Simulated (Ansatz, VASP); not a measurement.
Two plane-wave programs on Eu

```
CELL_PARAMETERS angstrom
3.11180 0.00000 0.00000
0.00000 3.11180 0.00000
0.00000 0.00000 3.11180
ATOMIC_POSITIONS crystal
Eu 0.00000 0.00000 0.00000
```

Change from the starting cell: volume scaled by 0.7, PAW files.

Alike in both runs: task single point; functional PBE; k mesh 11 × 11 × 11; occupations fermi-dirac, width 0.1 eV; collinear spin.

```csv
,VASP,Ansatz
version,VASP 6.6.1,Ansatz 0.2.0
potentials or method,"VASP PAW PBE potentials, release 64 (Eu)","PAW with Ansatz's default frozen-core files, scalar-relativistic"
plane-wave cutoff (eV),520,420
valence electrons in the cell,17,17
```

```csv
,VASP,Ansatz,Ansatz less VASP
pressure (GPa),6.9,7.2,+0.23
net moment per atom (μB),7.19,7.20,+0.005
size of the moment on the site where the two differ most (μB),6.70,6.90,+0.198
```

Site moments also hang on the region over which each program counts them.

 The state reached can hang on the start; a lower one may exist.
